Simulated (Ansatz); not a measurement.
# Fe3Co: convergence and cost

The task, for Fe3Co: test the occupation rule and width.

Computed with Ansatz 0.2.0 (DFT PBEsol, scalar-relativistic, plane waves, PAW, unless a step's input says otherwise).

1 further run of the same task is left out (set aside as unsound or not needed). Runs told in other sessions of the task aren't counted.

### 1 The structure to begin with

Symmetry: P4/mmm, No. 123, tetragonal system. Conventional cell: a = 4.024 Å, b = 4.024 Å, c = 2.828 Å, α = 90.00°, β = 90.00°, γ = 90.00°. Fe (site symmetry 4/mmm) is surrounded by 10 Fe at 2.46 to 2.83 Å. Fe (site symmetry mmm) is surrounded by 10 Fe at 2.46 to 2.85 Å and 4 Co at 2.46 Å. Co (site symmetry 4/mmm) has 12 Fe at 2.46 to 2.85 Å and 2 Co at 2.83 Å in its first shell of neighbours.

Coordinates:

```
CELL_PARAMETERS angstrom
4.02358 0.00000 0.00000
0.00000 4.02358 0.00000
0.00000 0.00000 2.82771
ATOMIC_POSITIONS crystal
Fe 0.50000 0.50000 0.00000
Fe 0.50000 0.00000 0.50000
Fe 0.00000 0.50000 0.50000
Co 0.00000 0.00000 0.00000
```

The structure comes from the Materials Project (structure only); it is used as listed.

### 2 The base run, which the others are set against

The input, input.yaml:

```yaml
crystal:
  lattice:
    - [4.023579445, 0.0, 0.0]
    - [0.0, 4.023579445, 0.0]
    - [0.0, 0.0, 2.82770517]
  atoms:
    - { symbol: Fe, position: [0.5, 0.5, 0.0], spin: 2.49 }
    - { symbol: Fe, position: [0.5, 0.0, 0.5], spin: 2.83 }
    - { symbol: Fe, position: [0.0, 0.5, 0.5], spin: 2.83 }
    - { symbol: Co, position: [0.0, 0.0, 0.0], spin: 1.99 }
basis:
  ecutwfc: 420
kpoints:
  mp_grid: { grid: [10, 10, 14] }
hamiltonian:
  xc: pbesol
scf:
  occupations: { method: gaussian, width: 0.1 }
output:
  forces: true
  stress: true
  eigenvalues: true
  populations: true
magnetization:
  spin_polarized: true
```

Its results, from an earlier run: -4609.8934 eV/atom at zero smearing, pressure -7.83 GPa, largest force 0.000 eV/Å, no gap on the mesh, site moments Fe +2.37, Fe +2.61 (×2), Co +1.81 μB, in 15 SCF cycles and 59 s.

### 3 Occupation rule and width: Gaussian 0.01 eV

The input, input.yaml:

```yaml
crystal:
  lattice:
    - [4.023579445, 0.0, 0.0]
    - [0.0, 4.023579445, 0.0]
    - [0.0, 0.0, 2.82770517]
  atoms:
    - { symbol: Fe, position: [0.5, 0.5, 0.0], spin: 2.6 }
    - { symbol: Fe, position: [0.5, 0.0, 0.5], spin: 2.87 }
    - { symbol: Fe, position: [0.0, 0.5, 0.5], spin: 2.87 }
    - { symbol: Co, position: [0.0, 0.0, 0.0], spin: 1.99 }
basis:
  ecutwfc: 420
kpoints:
  mp_grid: { grid: [10, 10, 14] }
hamiltonian:
  xc: pbesol
scf:
  occupations: { method: gaussian, width: 0.01 }
output:
  forces: true
  stress: true
  eigenvalues: true
  populations: true
magnetization:
  spin_polarized: true
```

Command:

```bash
$ ansatz run input.yaml --threads 1 --pin off --max-ram 2560MiB --backend cpu --events-out ev --progress --plain --runs-dir out
```

### 4 Occupation rule and width: Gaussian 0.02 eV

Changes to input.yaml since step 3:

```diff
@@ -17,3 +17,3 @@
 scf:
-  occupations: { method: gaussian, width: 0.01 }
+  occupations: { method: gaussian, width: 0.02 }
 output:
```

### 5 Occupation rule and width: Gaussian 0.3 eV

Changes to input.yaml since step 4:

```diff
@@ -17,3 +17,3 @@
 scf:
-  occupations: { method: gaussian, width: 0.02 }
+  occupations: { method: gaussian, width: 0.3 }
 output:
```

### 6 Occupation rule and width set to Fermi–Dirac 0.1 eV

Changes to input.yaml since step 5:

```diff
@@ -17,3 +17,3 @@
 scf:
-  occupations: { method: gaussian, width: 0.3 }
+  occupations: { method: fermi_dirac, width: 0.1 }
 output:
```

### 7 Occupation rule and width set to Fermi–Dirac 0.3 eV

Changes to input.yaml since step 6:

```diff
@@ -17,3 +17,3 @@
 scf:
-  occupations: { method: fermi_dirac, width: 0.1 }
+  occupations: { method: fermi_dirac, width: 0.3 }
 output:
```

### 8 Occupation rule and width: Methfessel–Paxton 0.3 eV

Changes to input.yaml since step 7:

```diff
@@ -17,3 +17,3 @@
 scf:
-  occupations: { method: fermi_dirac, width: 0.3 }
+  occupations: { method: methfessel_paxton, width: 0.3 }
 output:
```

### 9 Occupation rule and width set to cold 0.01 eV

Changes to input.yaml since step 8:

```diff
@@ -17,3 +17,3 @@
 scf:
-  occupations: { method: methfessel_paxton, width: 0.3 }
+  occupations: { method: cold, width: 0.01 }
 output:
```

### 10 Occupation rule and width: cold 0.02 eV

Changes to input.yaml since step 9:

```diff
@@ -17,3 +17,3 @@
 scf:
-  occupations: { method: cold, width: 0.01 }
+  occupations: { method: cold, width: 0.02 }
 output:
```

### 11 Occupation rule and width: cold 0.1 eV

Changes to input.yaml since step 10:

```diff
@@ -17,3 +17,3 @@
 scf:
-  occupations: { method: cold, width: 0.02 }
+  occupations: { method: cold, width: 0.1 }
 output:
```

### 12 Occupation rule and width: cold 0.2 eV

Changes to input.yaml since step 11:

```diff
@@ -17,3 +17,3 @@
 scf:
-  occupations: { method: cold, width: 0.1 }
+  occupations: { method: cold, width: 0.2 }
 output:
```

### 13 Occupation rule and width set to cold 0.3 eV

Changes to input.yaml since step 12:

```diff
@@ -17,3 +17,3 @@
 scf:
-  occupations: { method: cold, width: 0.2 }
+  occupations: { method: cold, width: 0.3 }
 output:
```

### 14 Occupation rule and width: tetrahedron

Changes to input.yaml since step 13:

```diff
@@ -17,3 +17,3 @@
 scf:
-  occupations: { method: cold, width: 0.3 }
+  occupations: { method: tetrahedron }
 output:
```

(Steps that only read results are left out.)

What results come out of these runs, taken together? Wanted: largest energy shift, occupation rule and width.

The runs gave:

| quantity | value |
| --- | --- |
| largest energy shift, occupation rule and width | 38.2 meV/atom at Fermi–Dirac 0.3 |

In words: The free energy moves by up to 128 meV/atom (Fermi–Dirac 0.3), the energy extrapolated to zero width by up to 38.2. For the widths that shift F most, the extrapolation takes out most of the shift. In a metal, forces and stress under tetrahedra need not match the slope of their energy. The cell's moment varies from 8.35 to 9.26 μB over the series.
